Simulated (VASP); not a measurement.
# NaF (F-43m) in VASP: a series of runs

One crystal, NaF, is run at these levels: PBE, HSE06; tasks: single point.

Everything below comes from runs of VASP 6.6.1. Logs are shortened: lines on timing, memory, paths and dates and some standing lists are left out, and cuts for length are marked.

## (1) Starting point

Symmetry: F-43m, No. 216, cubic system. The conventional cell has a = 5.063 Å, b = 5.063 Å, c = 5.063 Å, α = 90.00°, β = 90.00°, γ = 90.00°. Around Na (site symmetry -43m) lie 4 F at 2.19 Å. Around F (site symmetry -43m) lie 4 Na at 2.19 Å.

The cell was built by a generator and needn't be a form met in nature.

## (2) Single point, PBE

INCAR

```
SYSTEM = NaF
ALGO     = Normal         ! electronic algorithm
EDIFF    = 1E-7           ! SCF threshold, eV
ENCUT    = 520            ! plane-wave cutoff, eV
GGA      = PE             ! functional
ISIF     = 2              ! what is computed and relaxed
ISMEAR   = 0              ! smearing method
LASPH    = .True.         ! aspherical terms in the spheres
LCHARG   = .False.        ! write CHGCAR
LREAL    = .False.        ! projectors in reciprocal space
LWAVE    = .False.        ! write WAVECAR
NBANDS   = 14             ! bands
NELM     = 80             ! most SCF steps
PREC     = Accurate       ! precision mode
SIGMA    = 0.01           ! smearing width, eV
```

KPOINTS

```
k-points
0
Gamma
  6 6 6
  0 0 0
```

POSCAR

```
NaF
1.0
    0.0000000000      2.5312613679      2.5312613679
    2.5312613679      0.0000000000      2.5312613679
    2.5312613679      2.5312613679      0.0000000000
Na F
1 1
Direct
    0.0000000000      0.0000000000      0.0000000000
    0.2500000000      0.2500000000      0.2500000000
```

Potentials or basis: VASP PAW PBE potentials, release 64 (Na_pv, F).

On the command line:

```sh
cat potpaw_PBE.64/Na_pv/POTCAR potpaw_PBE.64/F/POTCAR > POTCAR
mpirun -np 1 vasp_std > vasp.out
```

OUTCAR:

```text
SYSTEM = NaF
   EDIFF = 1E-7
   ENCUT = 520
   GGA = PE
   ISIF = 2
   ISMEAR = 0
   LASPH = .True.
   LREAL = .False.
   NELM = 80
   PREC = Accurate

 ion  position               nearest neighbor table
   1  0.000  0.000  0.000-   2 2.19   2 2.19   2 2.19   2 2.19
   2  0.250  0.250  0.250-   1 2.19   1 2.19   1 2.19   1 2.19

  LATTYP: Found a face centered cubic cell.
 ALAT       =     5.0625227358

  Lattice vectors:

 A1 = (   0.0000000000,   2.5312613679,   2.5312613679)
 A2 = (   2.5312613679,   0.0000000000,   2.5312613679)
 A3 = (   2.5312613679,   2.5312613679,   0.0000000000)

Analysis of symmetry for initial positions (statically):
=====================================================================
 Subroutine PRICEL returns:
 Original cell was already a primitive cell.

 Routine SETGRP: Setting up the symmetry group for a
 face centered cubic supercell.

 Subroutine GETGRP returns: Found 24 space group operations
 (whereof 24 operations were pure point group operations)
 out of a pool of 48 trial point group operations.

The static configuration has the point symmetry T_d .

Analysis of symmetry for dynamics (positions and initial velocities):
=====================================================================
 Subroutine PRICEL returns:
 Original cell was already a primitive cell.

 Routine SETGRP: Setting up the symmetry group for a
 face centered cubic supercell.

 Subroutine GETGRP returns: Found 24 space group operations
 (whereof 24 operations were pure point group operations)
 out of a pool of 48 trial point group operations.

The dynamic configuration has the point symmetry T_d .

 Subroutine INISYM returns: Found 24 space group operations
 (whereof 24 operations are pure point group operations),
 and found     1 'primitive' translations

----------------------------------------------------------------------------------------

                                     Primitive cell

  volume of cell :      32.4370

  direct lattice vectors                    reciprocal lattice vectors
     0.000000000  2.531261368  2.531261368    -0.197529977  0.197529977  0.197529977
     2.531261368  0.000000000  2.531261368     0.197529977 -0.197529977  0.197529977
     2.531261368  2.531261368  0.000000000     0.197529977  0.197529977 -0.197529977

  length of vectors
     3.579744156  3.579744156  3.579744156     0.342131956  0.342131956  0.342131956

  position of ions in fractional coordinates (direct lattice)
     0.000000000  0.000000000  0.000000000
     0.250000000  0.250000000  0.250000000

  ion indices of the primitive-cell ions
   primitive index   ion index
                 1           1
                 2           2

----------------------------------------------------------------------------------------

 KPOINTS: k-points

Automatic generation of k-mesh.
 Grid dimensions read from file:
 generate k-points for:    6    6    6

 Generating k-lattice:

  Cartesian coordinates                     Fractional coordinates (reciprocal lattice)
    -0.032921663  0.032921663  0.032921663     0.166666667  0.000000000  0.000000000
     0.032921663 -0.032921663  0.032921663     0.000000000  0.166666667  0.000000000
     0.032921663  0.032921663 -0.032921663     0.000000000  0.000000000  0.166666667

  Length of vectors
     0.057021993  0.057021993  0.057021993

  Shift w.r.t. Gamma in fractional coordinates (k-lattice)
     0.000000000  0.000000000  0.000000000

 Subroutine IBZKPT returns following result:
 ===========================================

 Found     16 irreducible k-points:

 Following reciprocal coordinates:
            Coordinates               Weight
  0.000000  0.000000  0.000000      1.000000
  0.166667  0.000000  0.000000      8.000000
  0.333333  0.000000  0.000000      8.000000
  0.500000  0.000000  0.000000      4.000000
  0.166667  0.166667  0.000000      6.000000
  0.333333  0.166667  0.000000     24.000000
[... 8 lines left out ...]
 -0.333333  0.333333  0.166667     24.000000
 -0.333333  0.500000  0.166667     12.000000
   k-points           NKPTS =     16   k-points in BZ     NKDIM =     16   number of bands    NBANDS=     14
   number of dos      NEDOS =    301   number of ions     NIONS =      2
   total plane-waves  NPLWV =  21952
   dimension x,y,z NGX =    28 NGY =   28 NGZ =   28
   dimension x,y,z NGXF=    56 NGYF=   56 NGZF=   56
   ions per type =               1   1
   NGX,Y,Z   is equivalent  to a cutoff of  13.00, 13.00, 13.00 a.u.
   NGXF,Y,Z  is equivalent  to a cutoff of  26.01, 26.01, 26.01 a.u.
 SYSTEM =  NaF
   PREC   = accura    normal or accurate (medium, high low for compatibility)
   ISTART =      0    job   : 0-new  1-cont  2-samecut
   ICHARG =      2    charge: 1-file 2-atom 10-const
   ISPIN  =      1    spin polarized calculation?
   LNONCOLLINEAR =      F non collinear calculations
   LSORBIT =      F    spin-orbit coupling
   LASPH  =      T    aspherical Exc in radial PAW
   ENCUT  =  520.0 eV  38.22 Ry    6.18 a.u.   6.66  6.66  6.66*2*pi/ulx,y,z
   NELM   =     80;   NELMIN=  2; NELMDL= -5     # of ELM steps
   EDIFF  = 0.1E-06   stopping-criterion for ELM
   LREAL  =      F    real-space projection
   EDIFFG = 0.1E-05   stopping-criterion for IOM
   NSW    =      0    number of steps for IOM
   IBRION =     -1    ionic relax: 0-MD 1-quasi-New 2-CG
   NFREE  =      0    steps in history (QN), initial steepest desc. (CG)
   ISIF   =      2    stress and relaxation
   ISYM   =      2    0-nonsym 1-usesym 2-fastsym
   POTIM  = 0.5000    time-step for ionic-motion
   TEBEG  =    0.0;   TEEND  =   0.0 temperature during run
   PSTRESS=    0.0 pullay stress
   NELECT =      14.0000    total number of electrons
   NUPDOWN=      -1.0000    fix difference up-down
   EMIN   =  10.00;   EMAX   =-10.00  energy-range for DOS
   EFERMI =   0.00;   METHOD = LEGACY
   ISMEAR =     0;   SIGMA  =   0.01  broadening in eV -4-tet -1-fermi 0-gaus
   EFERMI_NEDOS =   21; number of points for ismear=-14 and -15
   IALGO  =     38    algorithm
   IMIX   =      4    mixing-type and parameters
     AMIX     =   0.40;   BMIX     =  1.00
     AMIX_MAG =   1.60;   BMIX_MAG =  1.00
  volume/ion in A,a.u.               =      16.22       109.45
  Fermi-wavevector in a.u.,A,eV,Ry     =   1.237192  2.337954 20.825685  1.530645
  Thomas-Fermi vector in A             =   2.371770
   LORBIT       =      0    0 simple, 1 ext, 2 COOP (PROOUT), +10 PAW based schemes
   GGA     = PE    functional components
   LHFCALC =     F    Hartree Fock is set to
   AEXX    =    0.0000 exact exchange contribution
   IVDW    =     0    specifies the selected vdW correction
   LEPSILON=     F    determine dielectric tensor
   LRPA    =     F    only Hartree local field effects (RPA)
 non-spin polarized calculation
 Gauss-broadening in eV      SIGMA  =   0.01
  energy-cutoff  :      520.00
  volume of cell :       32.44
 maximum number of plane-waves:       893
 NGX is ok and might be reduce to    28
   NGX = 13   NGY = 13   NGZ = 13

 number of electron      13.9999982 magnetization

 Free energy of the ion-electron system (eV)
  ---------------------------------------------------
  ext. energy  EPLUGINS =         0.00000000
  ---------------------------------------------------
  free energy    TOTEN  =        -8.38375704 eV

  energy without entropy =       -8.38375704  energy(sigma->0) =       -8.38375704

 E-fermi :  -3.3396     XC(G=0):  -7.7336

 val. band max:       -3.3924729966   @ k =   0.0000   0.0000   0.0000
 cond. band min:       2.2200165608   @ k =   0.0000   0.0000   0.0000
 fundamental gap:      5.6124895575
 Fermi energy:        -3.3395728402

 k-point     1 :       0.0000    0.0000    0.0000
  band No.  band energies     occupation
      1     -22.2408      2.00000
      2     -22.2408      2.00000
      3     -22.2408      2.00000
      4     -22.1375      2.00000
      5      -3.3925      2.00000
      6      -3.3925      2.00000
      7      -3.3925      2.00000
      8       2.2200      0.00000
      9      15.9237      0.00000
     10      15.9237      0.00000
     11      15.9237      0.00000
     12      17.5108      0.00000
     13      17.5108      0.00000
     14      17.5108      0.00000

 k-point     2 :       0.1667    0.0000    0.0000
  band No.  band energies     occupation
      1     -22.5233      2.00000
      2     -22.2437      2.00000
      3     -22.2437      2.00000
      4     -21.8399      2.00000
      5      -3.6576      2.00000
      6      -3.4017      2.00000
      7      -3.4017      2.00000
      8       2.9477      0.00000
      9      13.1889      0.00000
     10      15.2357      0.00000
     11      15.2357      0.00000
     12      17.2710      0.00000
     13      17.2710      0.00000
     14      17.2992      0.00000

 k-point     3 :       0.3333    0.0000    0.0000
  band No.  band energies     occupation
      1     -22.7513      2.00000
      2     -22.2495      2.00000
      3     -22.2495      2.00000
      4     -21.5829      2.00000
      5      -4.0721      2.00000
      6      -3.4204      2.00000
      7      -3.4204      2.00000
      8       4.6834      0.00000
      9       9.8916      0.00000
     10      14.1885      0.00000
     11      14.1885      0.00000
     12      17.0017      0.00000
     13      17.9162      0.00000
     14      17.9162      0.00000

 k-point     4 :       0.5000    0.0000    0.0000
  band No.  band energies     occupation
      1     -22.8320      2.00000
      2     -22.2525      2.00000
      3     -22.2525      2.00000
      4     -21.4881      2.00000
      5      -4.2405      2.00000
      6      -3.4298      2.00000
      7      -3.4298      2.00000
      8       6.5671      0.00000
      9       7.5113      0.00000
     10      13.7947      0.00000
     11      13.7947      0.00000
     12      17.0680      0.00000
     13      18.3030      0.00000
     14      18.3030      0.00000

 k-point     5 :       0.1667    0.1667    0.0000
  band No.  band energies     occupation
      1     -22.5684      2.00000
      2     -22.2482      2.00000
      3     -22.2482      2.00000
      4     -21.7826      2.00000
      5      -3.6761      2.00000
      6      -3.4334      2.00000
      7      -3.4334      2.00000
      8       3.1662      0.00000
      9      13.3687      0.00000
     10      14.7248      0.00000
     11      14.7248      0.00000
[... 140 lines left out ...]
 k-point    14 :       0.5000    0.3333    0.1667
  band No.  band energies     occupation
      1     -22.8406      2.00000
      2     -22.2762      2.00000
      3     -22.2597      2.00000
      4     -21.4461      2.00000
      5      -4.0267      2.00000
      6      -3.6405      2.00000
      7      -3.4863      2.00000
      8       5.8032      0.00000
      9       9.7366      0.00000
     10      11.4326      0.00000
     11      13.2860      0.00000
     12      16.7516      0.00000
     13      18.6487      0.00000
     14      19.6051      0.00000

 k-point    15 :      -0.3333    0.3333    0.1667
  band No.  band energies     occupation
      1     -22.8806      2.00000
      2     -22.2854      2.00000
      3     -22.2640      2.00000
      4     -21.3876      2.00000
      5      -3.9899      2.00000
      6      -3.7609      2.00000
      7      -3.5172      2.00000
      8       7.0093      0.00000
      9       8.5539      0.00000
     10      10.9399      0.00000
     11      12.7851      0.00000
     12      17.5312      0.00000
     13      18.3208      0.00000
     14      21.1206      0.00000

 k-point    16 :      -0.3333    0.5000    0.1667
  band No.  band energies     occupation
      1     -22.9014      2.00000
      2     -22.2827      2.00000
      3     -22.2711      2.00000
      4     -21.3597      2.00000
      5      -4.0191      2.00000
      6      -3.7083      2.00000
      7      -3.5786      2.00000
      8       7.0359      0.00000
      9       8.7035      0.00000
     10      11.4424      0.00000
     11      11.9778      0.00000
     12      16.4501      0.00000
     13      18.6068      0.00000
     14      20.5772      0.00000

------------------------ aborting loop because EDIFF is reached ----------------------------------------

  FORCE on cell =-STRESS in cart. coord.  units (eV):
  Direction    XX          YY          ZZ          XY          YZ          ZX
  --------------------------------------------------------------------------------------
  -------------------------------------------------------------------------------------
  Total        0.3980182      0.3980182      0.3980182      0.0000000      0.0000000     -0.0000000
  in kB       19.6595021     19.6595021     19.6595021      0.0000000      0.0000000     -0.0000000
  external PRESSURE =      19.6595021 kB  Pullay stress =       0.0000000 kB

 VOLUME and BASIS-vectors are now :
 -----------------------------------------------------------------------------
  energy-cutoff  :      520.00
  volume of cell :       32.44
      direct lattice vectors                 reciprocal lattice vectors
     0.000000000  2.531261368  2.531261368    -0.197529977  0.197529977  0.197529977
     2.531261368  0.000000000  2.531261368     0.197529977 -0.197529977  0.197529977
     2.531261368  2.531261368  0.000000000     0.197529977  0.197529977 -0.197529977

 POSITION                                       TOTAL-FORCE (eV/Angst)
 -----------------------------------------------------------------------------------
      0.00000      0.00000      0.00000         0.000000      0.000000      0.000000
      1.26563      1.26563      1.26563        -0.000000     -0.000000     -0.000000
 -----------------------------------------------------------------------------------
    total drift:                               -0.000001     -0.000001     -0.000001

  FREE ENERGIE OF THE ION-ELECTRON SYSTEM (eV)
  ---------------------------------------------------
  free  energy   TOTEN  =        -8.3837570412 eV

  energy  without entropy=       -8.3837570412  energy(sigma->0) =       -8.38375704
```

Wall time 10 s (1 thread of Intel Xeon Platinum 8375C at 2.90GHz (Ice Lake), shared host); peak memory 0.12 GiB.

Results:

- Free energy: -8.3838 eV
- Pressure: 2.0 GPa
- Band gap on the k mesh: 5.61 eV, direct

## (3) Single point, HSE06

POSCAR is that of step 2.

INCAR.step1

```
SYSTEM = NaF
PREC = Accurate ; ENCUT = 520
EDIFF = 1E-5 ; ISMEAR = 0
SIGMA = 0.01 ; LREAL = .False.
LASPH = .True. ; NELM = 60
ALGO = Normal ; ISIF = 2
LWAVE = .True. ; NBANDS = 14
GGA = PE
```

INCAR.step2

```
SYSTEM = NaF
PREC = Accurate ; ENCUT = 520
EDIFF = 1E-6 ; ISMEAR = 0
SIGMA = 0.01 ; LREAL = .False.
LASPH = .True. ; NELM = 60
ALGO = Normal ; ISIF = 2
LWAVE = .False. ; LCHARG = .True.
GGA = PE ; LHFCALC = .True.
HFSCREEN = 0.2079 ; PRECFOCK = Normal
LELF = .True. ; LVHAR = .True.
NBANDS = 14 ; ISTART = 1
```

KPOINTS

```
Automatic mesh
0
Gamma
  4 4 4
  0 0 0
```

Potentials or basis: VASP PAW PBE potentials, release 64 (Na_pv, F).

On the command line:

```sh
cat potpaw_PBE.64/Na_pv/POTCAR potpaw_PBE.64/F/POTCAR > POTCAR
cp INCAR.step1 INCAR
mpirun -np 1 vasp_std > vasp.out
cp INCAR.step2 INCAR
mpirun -np 1 vasp_std > vasp.out
```

Wall time 1.7 min (1 thread of Intel Xeon Platinum 8375C at 2.90GHz (Ice Lake), shared host); peak memory 0.24 GiB.

It converged, with:

```yaml
Free_energy: -10.1149 eV
Pressure: 0.9 GPa
Band_gap_on_the_k_mesh: 7.64 eV, direct
```

Levels at points of the mesh, in eV from the valence-band top:
```csv
k point,band 4,band 5,band 6,band 7,band 8,band 9,band 10,band 11
"(0.00, 0.00, 0.00)",-20.27,0.00,0.00,0.00,7.64,21.62,21.62,21.62
"(0.50, 0.00, 0.00)",-19.56,-0.85,-0.04,-0.04,12.03,13.08,19.42,19.42
"(0.50, 0.50, 0.00)",-19.43,-0.79,-0.17,-0.17,11.99,14.16,18.61,19.44
```

Caveat: the k mesh is coarse (spacing up to 0.54 Å⁻¹), so the values aren't converged, least of all with exact exchange; the PAW data sets were made with another functional, which shifts forces and pressure a little.

## (4) Single point, PBE

INCAR

```
SYSTEM = NaF
PREC     = Accurate       ! precision mode
ENCUT    = 520            ! plane-wave cutoff, eV
EDIFF    = 1E-6           ! SCF threshold, eV
ISMEAR   = 0              ! smearing method
SIGMA    = 0.01           ! smearing width, eV
LREAL    = .FALSE.        ! projectors in reciprocal space
LASPH    = .TRUE.         ! aspherical terms in the spheres
NELM     = 60             ! most SCF steps
ALGO     = Fast           ! electronic algorithm
ISIF     = 2              ! what is computed and relaxed
LWAVE    = .FALSE.        ! write WAVECAR
LCHARG   = .FALSE.        ! write CHGCAR
GGA      = PE             ! functional
NBANDS   = 14             ! bands
```

KPOINTS

```
Automatic mesh
0
G
  6 6 6
  0 0 0
```

POSCAR is that of step 3.

On the command line:

```sh
cat potpaw_PBE.64/Na_pv/POTCAR potpaw_PBE.64/F/POTCAR > POTCAR
mpirun -np 1 vasp_std > vasp.out
```

Wall time 10 s (1 thread of Intel Xeon Platinum 8375C at 2.90GHz (Ice Lake), shared host); peak memory 0.12 GiB.

It converged, with:

```
Free energy            : -8.3838 eV
Pressure               : 2.0 GPa
Band gap on the k mesh : 5.61 eV, direct
```

Levels at points of the mesh, in eV from the valence-band top:
```tsv
k point	band 5	band 6	band 7	band 8	band 9	band 10
(0.00, 0.00, 0.00)	0.00	0.00	0.00	5.61	19.32	19.32
(0.50, 0.00, 0.00)	-0.85	-0.04	-0.04	9.96	10.90	17.19
(0.50, 0.50, 0.00)	-0.78	-0.16	-0.16	9.97	12.01	16.25
```

Expect the measured gap to be larger: semilocal functionals such as PBE lack the derivative discontinuity.
